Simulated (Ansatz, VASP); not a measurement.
## One calculation of KMgF3, two programs

INCAR

```
SYSTEM = KMgF3
PREC = Accurate
ENCUT = 520
EDIFF = 1E-7
ISMEAR = 0
SIGMA = 0.05
LREAL = .FALSE.
LASPH = .TRUE.
NELM = 100
ALGO = Normal
ISIF = 2
LWAVE = .FALSE.
LCHARG = .FALSE.
GGA = PS
NBANDS = 24
```

The input KPOINTS:

```
Automatic mesh
0
G
  6 6 6
  0 0 0
```

The input POSCAR:

```
KMgF3
1.0
    3.9859000000      0.0000000000      0.0000000000
    0.0000000000      3.9859000000      0.0000000000
    0.0000000000      0.0000000000      3.9859000000
K Mg F
1 1 3
Direct
    0.5000000000      0.4623673449      0.5000000000
    0.0000000000      0.0000000000      0.0000000000
    0.5000000000      0.0000000000      0.0000000000
    0.0000000000      0.5000000000      0.0000000000
    0.0000000000      0.0000000000      0.5000000000
```

Input for Ansatz:

```yaml
crystal:
  lattice:
    - [3.9859, 0.0, 0.0]
    - [0.0, 3.9859, 0.0]
    - [0.0, 0.0, 3.9859]
  atoms:
    - { symbol: K, position: [0.5, 0.4623673449, 0.5] }
    - { symbol: Mg, position: [0.0, 0.0, 0.0] }
    - { symbol: F, position: [0.5, 0.0, 0.0] }
    - { symbol: F, position: [0.0, 0.5, 0.0] }
    - { symbol: F, position: [0.0, 0.0, 0.5] }
basis:
  ecutwfc: 420
kpoints:
  mp_grid: { grid: [6, 6, 6] }
hamiltonian:
  xc: pbesol
scf:
  occupations: { method: gaussian, width: 0.05 }
output:
  forces: true
  stress: true
  eigenvalues: true
```

Alike in both runs: task single point; functional PBEsol; k mesh 6 × 6 × 6; occupations gaussian, width 0.05 eV; no spin polarisation.

|  | VASP | Ansatz |
| --- | --- | --- |
| version | VASP 6.6.1 | Ansatz 0.2.0 |
| potentials or method | VASP PAW PBE potentials, release 64 (K_sv, Mg, F) | scalar-relativistic, plane waves, PAW |
| plane-wave cutoff (eV) | 520 | 420 |
| valence electrons in the cell | 32 | 40 |

VASP gave:

```
gap on the k mesh at the Fermi level (eV) : 7.13
least direct gap on the mesh (eV)         : 7.45
pressure (GPa)                            : 0.2
rms of the force components (eV/Å)        : 0.101
```

**Question.** Which values does Ansatz return?

**Answer.** gap on the k mesh at the Fermi level (eV): 7.15; least direct gap on the mesh (eV): 7.47; pressure (GPa): 0.6; rms of the force components (eV/Å): 0.097.

Atom by atom the forces differ by 0.004 eV/Å (rms over components). The two sets of potentials don't hold the same shells in valence.

Caveats: the PAW data sets were made with another functional, which shifts forces and pressure a little (VASP). A k mesh can miss the band edges.
